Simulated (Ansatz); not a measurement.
LiF:

```
F Li
1.0
     2.55953    0.00000    0.00000
     0.00000    2.55953    0.00000
     0.00000    0.00000    2.55953
F Li
1 1
Direct
  0.50000 0.50000 0.50000
  0.00000 0.00000 0.00000
```

Measurements of this composition are mostly on another form, of space group No. 225.

```yaml
Program: Ansatz 0.2.0
Task: relaxation of cell and atoms
Functional: RPBE
Potentials_or_basis: all-electron LAPW, scalar-relativistic
Basis_error_allowed: 0.001 eV/atom
k_mesh: 10 × 10 × 10
Occupations: fermi-dirac, width 0.05 eV
Spin: no spin polarisation
```

At the start: volume 8.38 Å³/atom.

**Question.** Where does the relaxation end?

**Answer.** Over 5 steps the energy falls by 5.9 meV/atom and the volume is 8.89 Å³/atom (+6.0 %); space group Pm-3m (No. 221, to 0.05 Å).

Step by step:
```
step  energy change (eV)  largest force (eV/Å)  volume (Å³)
   1              0.0000                0.0000        16.77
   2             -0.0071                0.0000        17.13
   3             -0.0118                0.0000        17.73
   4             -0.0118                0.0000        17.78
   5             -0.0118                0.0000        17.78
```

Final structure:
```cif
data_structure
_symmetry_space_group_name_H-M 'P 1'
_symmetry_Int_Tables_number 1
_cell_length_a 2.6101
_cell_length_b 2.6101
_cell_length_c 2.6101
_cell_angle_alpha 90.000
_cell_angle_beta 90.000
_cell_angle_gamma 90.000
_cell_volume 17.78
loop_
_atom_site_label
_atom_site_type_symbol
_atom_site_fract_x
_atom_site_fract_y
_atom_site_fract_z
_atom_site_occupancy
F1 F 0.50000 0.50000 0.50000 1
Li1 Li 0.00000 0.00000 0.00000 1
```
